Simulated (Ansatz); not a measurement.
Wurtzite BeO was calculated with G0W0@PBE (Ansatz, a program for electronic structure, hard PAW, contour deformation).

The cell has the measured lattice parameters. Conventional cell: a = 2.6980 Å, b = 2.6980 Å, c = 4.3800 Å, α = 90.00°, β = 90.00°, γ = 120.00°.

One run with a 12×12×6 mesh, response cutoff 100 eV and 115 empty bands, not extrapolated in mesh or basis; no spin–orbit coupling.

Highest filled and lowest empty level by k point (fractions of the reciprocal vectors of the cell (-1.349 -2.337 0.000) (-1.349 2.337 0.000) (0.000 0.000 4.380) Å; eV from the valence maximum of each method):

```csv
k,PBE filled,PBE empty,QP filled,QP empty
0 0 0,0.00,7.62,0.00,10.11
0 -0.5 0,-0.94,9.78,-1.10,12.35
0.0833 0.333 0.167,-1.09,9.66,-1.27,12.25
0.167 0.167 0.167,-0.76,9.77,(withheld),(withheld)
0.167 0.25 0.167,-1.06,10.25,(withheld),(withheld)
0.167 0.25 -0.5,-1.47,10.14,-1.71,12.82
0.25 0.25 0.167,-1.39,10.06,-1.63,12.54
0.25 0.333 0,-2.01,9.35,-2.37,11.68
```

Q: Estimate the withheld levels to about 0.1 eV.

A: 
- 0.167 0.167 0.167, QP filled: -0.88
- 0.167 0.167 0.167, QP empty: 12.52
- 0.167 0.25 0.167, QP filled: -1.24
- 0.167 0.25 0.167, QP empty: 12.95

Note: cell and atoms aren't relaxed at this level.
